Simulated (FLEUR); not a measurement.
# Si (Fd-3m) in FLEUR: a series of runs

The runs below take Si through band structure, equation of state, with PBE.

Program: FLEUR MaX-R8.1 (later development tree). These are calculated values, not measurements. Logs are shortened: lines on timing, memory, paths and dates and some standing lists are left out, and cuts for length are marked.

**1. The structure**

Symmetry: Fd-3m, No. 227, cubic system. Conventional cell: a = 5.444 Å, b = 5.444 Å, c = 5.444 Å, α = 90.00°, β = 90.00°, γ = 90.00°. Around Si (site symmetry -43m) lie 4 Si at 2.36 Å.

**2. Band structure, PBE**

inp.xml reads:

```xml
<?xml version="1.0" encoding="UTF-8" standalone="no"?>
<fleurInput fleurInputVersion="0.39">
   <comment>
      Si                                                                                                  
   </comment>
   <calculationSetup>
      <cutoffs Kmax="5.0" Gmax="25.0" GmaxXC="25.0" numbands="0"/>
      <scfLoop itmax="60" minDistance="0.00001" maxIterBroyd="15" imix="Anderson" alpha="0.05" precondParam="0.0" spinf="2.0" sdNocoIR="T"/>
      <coreElectrons ctail="T" frcor="F" kcrel="0" coretail_lmax="0"/>
      <xcFunctional name="pbe" relativisticCorrections="F"/>
      <magnetism jspins="1"/>
      <soc l_soc="F" theta="0.0" phi="0.0" spav="F"/>
      <expertModes spex="0" secvar="F"/>
      <geometryOptimization l_f="F" forcealpha="1.0" forcemix="BFGS" epsdisp="0.00001" epsforce="0.00001"/>
      <ldaU l_linMix="F" mixParam="0.05" spinf="1.0"/>
   </calculationSetup>
   <cell>
      <bzIntegration valenceElectrons="24.0" mode="hist" fermiSmearingEnergy="0.00183747">
         <kPointListSelection listName="default-1"/>
         <!-- k-points included here -->
         <xi:include xmlns:xi="http://www.w3.org/2001/XInclude" href="kpts.xml"> </xi:include>
      </bzIntegration>
      <!-- symmetry operations included here -->
      <xi:include xmlns:xi="http://www.w3.org/2001/XInclude" href="sym.xml"> </xi:include>
      <bulkLattice scale="1.0">
         <bravaisMatrix>
            <row-1>    0.0000000000000000     5.1435532944025564     5.1435532944025564</row-1>
            <row-2>    5.1435532944025564     0.0000000000000000     5.1435532944025564</row-2>
            <row-3>    5.1435532944025564     5.1435532944025564     0.0000000000000000</row-3>
         </bravaisMatrix>
      </bulkLattice>
   </cell>
   <atomSpecies>
      <species name="Silicon (Si)" element="Si" atomicNumber="14">
         <mtSphere radius="2.06" gridPoints="681" logIncrement="0.017"/>
         <atomicCutoffs lmax="10" lnonsphr="8"/>
         <electronConfig flipSpins="F">
            <coreConfig>(1s1/2)</coreConfig>
            <valenceConfig>(2s1/2) (2p1/2) (2p3/2) (3s1/2) (3p1/2) (3p3/2)</valenceConfig>
            <stateOccupation state="(3p1/2)" spinUp="0.333333" spinDown="0.333333"/>
            <stateOccupation state="(3p3/2)" spinUp="0.666667" spinDown="0.666667"/>
         </electronConfig>
         <energyParameters s="3" p="3" d="3" f="4"/>
         <lo type="SCLO" l="0" n="2" eDeriv="0"/>
         <lo type="SCLO" l="1" n="2" eDeriv="0"/>
         <lo type="SCLO" l="2" n="3" eDeriv="2"/>
         <lo type="SCLO" l="3" n="4" eDeriv="2"/>
      </species>
   </atomSpecies>
   <atomGroups>
      <atomGroup species="Silicon (Si)">
         <relPos label="                   1">3.000/8.000 3.000/8.000 3.000/8.000</relPos>
         <relPos label="                   2">-3.000/8.000 -3.000/8.000 -3.000/8.000</relPos>
         <force calculate="T" relaxXYZ="TTT"/>
      </atomGroup>
   </atomGroups>
   <output dos="F" band="F" slice="F">
      <checks vchk="F" cdinf="F"/>
      <bandDOS minEnergy="-.5*Htr" maxEnergy="0.5*Htr" sigma="0.015" storeEVData="T"/>
      <vacuumDOS vacdos="F" integ="F" star="F" nstars="0" locx1="0.0" locy1="0.0" locx2="0.0" locy2="0.0" nstm="0" tworkf="0.0"/>
      <unfoldingBand unfoldBand="F" supercellX="1" supercellY="1" supercellZ="1"/>
      <plotting iplot="0" polar="F">
         <plot TwoD="T" vec1="  1.0  0.0  0.0" vec2="  0.0  1.0  0.0" vec3="  0.0  0.0  1.0" zero="  0.0  0.0  0.0" file="plot"/>
      </plotting>
      <chargeDensitySlicing numkpt="0" minEigenval="0.0" maxEigenval="0.0" nnne="0" pallst="F"/>
      <specialOutput eonly="F"/>
      <moessbauerParams electricFieldGradient="T" isomerShift="T" coreHyperfine="T" valenceHyperfine="T"/>
      <magneticCircularDichroism mcd="F" energyLo="-10.0" energyUp="0.0"/>
   </output>
  <!-- We include the file relax.xml here to enable relaxations (see documentation) -->
  <xi:include xmlns:xi="http://www.w3.org/2001/XInclude" href="relax.xml"> <xi:fallback/> </xi:include>
</fleurInput>
```

crystal.txt reads:

```
Si
&input cartesian=F /
0.0000000000  2.7218511865  2.7218511865
2.7218511865  0.0000000000  2.7218511865
2.7218511865  2.7218511865  0.0000000000
1.8897261246
1.0 1.0 1.0

2
14 0.5000000000  0.5000000000  0.5000000000
14 0.7500000000  0.7500000000  0.7500000000

&kpt div1=8 div2=8 div3=8 gamma=T /
```

inp.xml (bands) reads:

```
<?xml version="1.0" encoding="UTF-8" standalone="no"?>
<fleurInput fleurInputVersion="0.39">
   <comment>
      Si                                                                                                  
   </comment>
   <calculationSetup>
      <cutoffs Kmax="5.0" Gmax="25.0" GmaxXC="25.0" numbands="0"/>
      <scfLoop itmax="60" minDistance="0.00001" maxIterBroyd="15" imix="Anderson" alpha="0.05" precondParam="0.0" spinf="2.0" sdNocoIR="T"/>
      <coreElectrons ctail="T" frcor="F" kcrel="0" coretail_lmax="0"/>
      <xcFunctional name="pbe" relativisticCorrections="F"/>
      <magnetism jspins="1"/>
      <soc l_soc="F" theta="0.0" phi="0.0" spav="F"/>
      <expertModes spex="0" secvar="F"/>
      <geometryOptimization l_f="F" forcealpha="1.0" forcemix="BFGS" epsdisp="0.00001" epsforce="0.00001"/>
      <ldaU l_linMix="F" mixParam="0.05" spinf="1.0"/>
   </calculationSetup>
   <cell>
      <bzIntegration valenceElectrons="24.0" mode="hist" fermiSmearingEnergy="0.00183747">
         <kPointListSelection listName="path-1"/>
         <!-- k-points included here -->
         <xi:include xmlns:xi="http://www.w3.org/2001/XInclude" href="kpts.xml"> </xi:include>
      </bzIntegration>
      <!-- symmetry operations included here -->
      <xi:include xmlns:xi="http://www.w3.org/2001/XInclude" href="sym.xml"> </xi:include>
      <bulkLattice scale="1.0">
         <bravaisMatrix>
            <row-1>    0.0000000000000000     5.1435532944025564     5.1435532944025564</row-1>
            <row-2>    5.1435532944025564     0.0000000000000000     5.1435532944025564</row-2>
            <row-3>    5.1435532944025564     5.1435532944025564     0.0000000000000000</row-3>
         </bravaisMatrix>
      </bulkLattice>
   </cell>
   <atomSpecies>
      <species name="Silicon (Si)" element="Si" atomicNumber="14">
         <mtSphere radius="2.06" gridPoints="681" logIncrement="0.017"/>
         <atomicCutoffs lmax="10" lnonsphr="8"/>
         <electronConfig flipSpins="F">
            <coreConfig>(1s1/2)</coreConfig>
            <valenceConfig>(2s1/2) (2p1/2) (2p3/2) (3s1/2) (3p1/2) (3p3/2)</valenceConfig>
            <stateOccupation state="(3p1/2)" spinUp="0.333333" spinDown="0.333333"/>
            <stateOccupation state="(3p3/2)" spinUp="0.666667" spinDown="0.666667"/>
         </electronConfig>
         <energyParameters s="3" p="3" d="3" f="4"/>
         <lo type="SCLO" l="0" n="2" eDeriv="0"/>
         <lo type="SCLO" l="1" n="2" eDeriv="0"/>
         <lo type="SCLO" l="2" n="3" eDeriv="2"/>
         <lo type="SCLO" l="3" n="4" eDeriv="2"/>
      </species>
   </atomSpecies>
   <atomGroups>
      <atomGroup species="Silicon (Si)">
         <relPos label="                   1">3.000/8.000 3.000/8.000 3.000/8.000</relPos>
         <relPos label="                   2">-3.000/8.000 -3.000/8.000 -3.000/8.000</relPos>
         <force calculate="T" relaxXYZ="TTT"/>
      </atomGroup>
   </atomGroups>
   <output dos="F" band="T" slice="F">
      <checks vchk="F" cdinf="F"/>
      <bandDOS minEnergy="-.5*Htr" maxEnergy="0.5*Htr" sigma="0.015" storeEVData="T"/>
      <vacuumDOS vacdos="F" integ="F" star="F" nstars="0" locx1="0.0" locy1="0.0" locx2="0.0" locy2="0.0" nstm="0" tworkf="0.0"/>
      <unfoldingBand unfoldBand="F" supercellX="1" supercellY="1" supercellZ="1"/>
      <plotting iplot="0" polar="F">
         <plot TwoD="T" vec1="  1.0  0.0  0.0" vec2="  0.0  1.0  0.0" vec3="  0.0  0.0  1.0" zero="  0.0  0.0  0.0" file="plot"/>
      </plotting>
      <chargeDensitySlicing numkpt="0" minEigenval="0.0" maxEigenval="0.0" nnne="0" pallst="F"/>
      <specialOutput eonly="F"/>
      <moessbauerParams electricFieldGradient="T" isomerShift="T" coreHyperfine="T" valenceHyperfine="T"/>
      <magneticCircularDichroism mcd="F" energyLo="-10.0" energyUp="0.0"/>
   </output>
  <!-- We include the file relax.xml here to enable relaxations (see documentation) -->
  <xi:include xmlns:xi="http://www.w3.org/2001/XInclude" href="relax.xml"> <xi:fallback/> </xi:include>
</fleurInput>
```

Potentials or basis: all-electron, FLAPW.

Started as:

```bash
$ inpgen -f crystal.txt -profile precise
$ # inp.xml edited to the form shown
$ fleur_MPI
$ fleur_MPI   # second run, on inp.xml (bands)
```

Log:

```text
Welcome to FLEUR        (www.flapw.de)
      MaX-Release 8.1          (www.max-centre.eu)

 ========== k-point set info ==========
 Selected k-point list: default-1
 k-point list type: mesh
 8 x 8 x 8
 Number of k points: 29

 ------------Calculation Setup---------------------------
 Number of MPI-tasks      :            1
 Number of PE/node        :            1
 Number of OMP-threads    :            1
 Most efficient MPI parallelization for:
           1          29
 Additional eigenvalue parallelization possible
 Number of basis functions:          644
 Approximate size of matrices (H+S) per k-point:         0.006 GB
 --------------------------------------------------------
 Iteration:     1   Distance:       7.93336866 me/bohr^3
 Iteration:     2   Distance:       7.49196600 me/bohr^3
 Iteration:     3   Distance:       0.84520673 me/bohr^3
 Iteration:     4   Distance:       0.46266111 me/bohr^3
 Iteration:     5   Distance:       0.20550903 me/bohr^3
 Iteration:     6   Distance:       0.01621619 me/bohr^3
 Iteration:     7   Distance:       0.01429772 me/bohr^3
 Iteration:     8   Distance:       0.00141712 me/bohr^3
 Iteration:     9   Distance:       0.00232817 me/bohr^3
 Iteration:    10   Distance:       0.00013263 me/bohr^3
 Iteration:    11   Distance:       0.00003121 me/bohr^3
 Iteration:    12   Distance:       0.00001139 me/bohr^3
 Iteration:    13   Distance:       0.00000023 me/bohr^3

 ********************************************************************
 Run finished successfully
 Stop message:
   all done
 ********************************************************************
```

output (bands):

```text
Welcome to FLEUR        (www.flapw.de)
      MaX-Release 8.1          (www.max-centre.eu)

 ========== k-point set info ==========
 Selected k-point list: path-1
 k-point list type: path
 Number of k points: 60

 ------------Calculation Setup---------------------------
 Number of MPI-tasks      :            1
 Number of PE/node        :            1
 Number of OMP-threads    :            1
 Most efficient MPI parallelization for:
           1           2           3           4           5           6          10          12          15          20          30          60
 Additional eigenvalue parallelization possible
 Number of basis functions:          644
 Approximate size of matrices (H+S) per k-point:         0.006 GB
 --------------------------------------------------------
 Fermi energy correction for insulators:
 No automatic correction of the Fermi energy has been performed.

 Note: Band structure data (together with different weights) is also stored in the banddos.hdf file.
       A convenient way of extracting and plotting the data from that file is by making use of the

 ********************************************************************
 Run finished successfully
 Stop message:
   Charge density postprocessing done.
 ********************************************************************
```

out.xml (last iteration):

```text
<iteration numberForCurrentRun="   13" overallNumber="   13">
         <energyParameters units="Htr">
            <atomicEP atomType="1" spin="1" branch="3s" branchLowest="-4.69" branchHighest="1.28" value="-0.1404252458"/>
            <atomicEP atomType="1" spin="1" branch="3p" branchLowest="-3.07" branchHighest="1.76" value="0.0363720116"/>
            <atomicEP atomType="1" spin="1" branch="3d" branchLowest="-9.99" branchHighest="2.12" value="0.2253890845"/>
            <atomicEP atomType="1" spin="1" branch="4f" branchLowest="-9.99" branchHighest="4.45" value="0.3918965692"/>
            <loAtomicEP atomType="1" spin="1" branch="2s" branchLowest="-65.19" branchHighest="-4.69" value="-4.6910050979"/>
            <loAtomicEP atomType="1" spin="1" branch="2p" branchLowest="-9.99" branchHighest="-3.07" value="-3.0754367391"/>
            <loAtomicEP atomType="1" spin="1" branch="3d" branchLowest="-9.99" branchHighest="2.12" value="0.2253889931"/>
            <loAtomicEP atomType="1" spin="1" branch="4f" branchLowest="-9.99" branchHighest="4.45" value="0.3918992867"/>
         </energyParameters>
         <eigenvalues>
            <eigenvaluesAt spin="1" ikpt="1" k_x="0.00000000" k_y="0.00000000" k_z="0.00000000">
                      -4.6911345059       -4.6908616055       -3.0756493995       -3.0756493995       -3.0756493995
                      -3.0750498973       -3.0750498973       -3.0750498973       -0.2128252656        0.2249464087
                       0.2249464087        0.2249464087        0.3189639357        0.3189639357        0.3189639357
                       0.3457390407        0.5087155350        0.5087155350        0.5166998498
            </eigenvaluesAt>
            <eigenvaluesAt spin="1" ikpt="2" k_x="0.00000000" k_y="0.00000000" k_z="0.12500000">
                      -4.6911267653       -4.6908693256       -3.0756565660       -3.0756565660       -3.0756417522
                      -3.0750581430       -3.0750429287       -3.0750429287       -0.2053701234        0.1662584715
                       0.2143940452        0.2143940452        0.3161192375        0.3344625916        0.3344625916
                       0.3959191605        0.4911249517        0.4911249517        0.5454535953
            </eigenvaluesAt>
            <eigenvaluesAt spin="1" ikpt="3" k_x="0.00000000" k_y="0.00000000" k_z="0.25000000">
                      -4.6911059057       -4.6908901906       -3.0756726327       -3.0756726327       -3.0756211836
                      -3.0750792654       -3.0750269475       -3.0750269475       -0.1836282241        0.0810951934
                       0.1971779643        0.1971779643        0.2986030896        0.3535399670        0.3535399670
[... 13 lines left out ...]
            <mtCharges spin="1">
               <mtCharge atomType="1" total="9.9240489" s="2.8098938" p="7.0388710" d="0.0696207" f="0.0045432"/>
            </mtCharges>
            <spinDependentCharge spin="1" total="24.0000000" interstitial="4.1519021" mtSpheres="19.8480979"/>
            <totalCharge value="24.0000000001"/>
         </valenceDensity>
         <coreStates atomType="     1" atomicNumber=" 14" spin="1" kinEnergy="    185.6362557585" eigValSum="   -130.3704905148" lostElectrons=" 0.000000">
            <state n="1" l="0" j="0.5" energy="-65.1852452574" weight="1.0000000000"/>
         </coreStates>
         <allElectronCharges>
            <spinDependentCharge spin="1" total="28.0000000" interstitial="4.1519021" mtSpheres="23.8480979"/>
            <totalCharge value="28.0000000002"/>
         </allElectronCharges>
         <moessbauerParams unitsHFF="kG" unitsIS="e/bohr^3" unitsEFG="Htr/bohr^2">
            <coreIsomerShift atomType="1" isTotal="1776.18706">
               <shell n="1" l="0" isomerShift="1776.18706"/>
            </coreIsomerShift>
            <isomerShift atomType="1" nucleusRadius="0.0000718" averageDensity="1909.31768"/>
            <electricFieldGradient atomType="1" VXX="0.00000" VYY="0.00000" VZZ="0.00000" asymParam="0.00000">
            </electricFieldGradient>
         </moessbauerParams>
         <totalEnergy                                    value="     -580.0712026243" units="Htr">
            <sumOfEigenvalues                            value="     -316.0923349030">
               <coreElectrons value="-260.7409810296"/>
               <valenceElectrons value="-55.3513538734"/>
            </sumOfEigenvalues>
            <densityCoulombPotentialIntegral value="-843.8163256348"/>
            <densityEffectivePotentialIntegral value="-897.7357091844"/>
            <chargeDenXCDenIntegral value="-41.7513480392"/>
            <FockExchangeEnergyValence value="0.0000000000"/>
            <FockExchangeEnergyCore value="0.0000000000"/>
            <atomTypeDependentContributions atomType="1">
               <electronNucleiInteractionDifferentMTs value="683.0349468760"/>
               <MadelungTerm value="-15.0201191731"/>
            </atomTypeDependentContributions>
            <tkbTimesEntropy value="0.0000008289"/>
            <freeEnergy value="-580.0712034532"/>
            <extrapolationTo0K value="-580.0712030388"/>
         </totalEnergy>
         <densityConvergence units="me/bohr^3">
            <chargeDensity spin="1" distance="0.0000002261"/>
         </densityConvergence>
      </iteration>
```

Wall time 67 s (1 thread of Arm Neoverse V1, shared host); peak memory 0.12 GiB.

Results:

* Free energy: -15784.5416 eV
* Band gap on the k mesh: 0.63 eV, indirect (least direct gap 2.56 eV)
* Band gap along the path: 0.59 eV, indirect (least direct gap 2.56 eV)
* Valence electrons inside the program's atomic spheres: Si 9.92 (radii Si 2.06 bohr)

Levels at the corners of the path, in eV from the valence-band top:
```tsv
point	band 10	band 11	band 12	band 13	band 14	band 15
Γ	0.00	0.00	0.00	2.56	2.56	2.56
X	-7.79	-2.83	-2.83	0.73	0.73	10.05
W	-7.63	-3.82	-3.82	4.27	4.27	4.98
K	-7.21	-4.27	-2.41	1.22	4.13	7.44
Γ	0.00	0.00	0.00	2.56	2.56	2.56
L	-6.94	-1.19	-1.19	1.51	3.34	3.34
U	-7.21	-4.27	-2.41	1.22	4.13	7.44
W	-7.63	-3.82	-3.82	4.27	4.27	4.98
L	-6.94	-1.19	-1.19	1.51	3.34	3.34
K	-7.21	-4.27	-2.41	1.22	4.13	7.44
U	-7.21	-4.27	-2.41	1.22	4.13	7.44
X	-7.79	-2.83	-2.83	0.73	0.73	10.05
```

Core levels (eV from the Fermi level):
```csv
atom,levels
1 Si,1s1/2 -1780.2
2 Si,1s1/2 -1780.2
```

**3. Equation of state, PBE, 18.95 Å³/atom (volume scaled by 0.94)**

Edit inp.xml of step 2 so:

```diff
@@ -24,3 +24,3 @@
       <xi:include xmlns:xi="http://www.w3.org/2001/XInclude" href="sym.xml"> </xi:include>
-      <bulkLattice scale="1.0">
+      <bulkLattice scale="0.9795861087">
          <bravaisMatrix>
@@ -34,3 +34,3 @@
       <species name="Silicon (Si)" element="Si" atomicNumber="14">
-         <mtSphere radius="2.06" gridPoints="681" logIncrement="0.017"/>
+         <mtSphere radius="2.0" gridPoints="681" logIncrement="0.017"/>
          <atomicCutoffs lmax="10" lnonsphr="8"/>
```

Potentials or basis: all-electron, FLAPW.

Started as:

```bash
$ inpgen -f crystal.txt -profile precise
$ # inp.xml edited to the form shown
$ fleur_MPI
```

Log:

```text
Welcome to FLEUR        (www.flapw.de)
      MaX-Release 8.1          (www.max-centre.eu)

 ========== k-point set info ==========
 Selected k-point list: default-1
 k-point list type: mesh
 8 x 8 x 8
 Number of k points: 29

 ------------Calculation Setup---------------------------
 Number of MPI-tasks      :            1
 Number of PE/node        :            1
 Number of OMP-threads    :            1
 Most efficient MPI parallelization for:
           1          29
 Additional eigenvalue parallelization possible
 Number of basis functions:          616
 Approximate size of matrices (H+S) per k-point:         0.006 GB
 --------------------------------------------------------
 Iteration:     1   Distance:       8.51774410 me/bohr^3
 Iteration:     2   Distance:       8.03665325 me/bohr^3
 Iteration:     3   Distance:       1.00813860 me/bohr^3
 Iteration:     4   Distance:       0.50363358 me/bohr^3
 Iteration:     5   Distance:       0.23479708 me/bohr^3
 Iteration:     6   Distance:       0.01895001 me/bohr^3
 Iteration:     7   Distance:       0.01534011 me/bohr^3
 Iteration:     8   Distance:       0.00148617 me/bohr^3
 Iteration:     9   Distance:       0.00237780 me/bohr^3
 Iteration:    10   Distance:       0.00014881 me/bohr^3
 Iteration:    11   Distance:       0.00002766 me/bohr^3
 Iteration:    12   Distance:       0.00000868 me/bohr^3

 ********************************************************************
 Run finished successfully
 Stop message:
   all done
 ********************************************************************
```

out.xml (last iteration):

```text
<iteration numberForCurrentRun="   12" overallNumber="   12">
         <energyParameters units="Htr">
            <atomicEP atomType="1" spin="1" branch="3s" branchLowest="-4.66" branchHighest="1.46" value="-0.1445576915"/>
            <atomicEP atomType="1" spin="1" branch="3p" branchLowest="-3.04" branchHighest="1.94" value="0.0262577134"/>
            <atomicEP atomType="1" spin="1" branch="3d" branchLowest="-9.99" branchHighest="2.26" value="0.2116263186"/>
[... 70 lines left out ...]
            </atomTypeDependentContributions>
            <tkbTimesEntropy value="0.0000023027"/>
            <freeEnergy value="-580.0687194248"/>
            <extrapolationTo0K value="-580.0687182734"/>
         </totalEnergy>
         <densityConvergence units="me/bohr^3">
            <chargeDensity spin="1" distance="0.0000086827"/>
         </densityConvergence>
      </iteration>
```

It took 50 s on 1 thread of Arm Neoverse V1, shared host; peak memory 0.12 GiB.

Results:

| Item | Value |
| --- | --- |
| Free energy | -15784.4740 eV |
| Band gap on the k mesh | 0.52 eV, indirect (least direct gap 2.58 eV) |
| Valence electrons inside the program's atomic spheres | Si 9.82 (radii Si 2.0 bohr) |

[end of part 1 of 2]
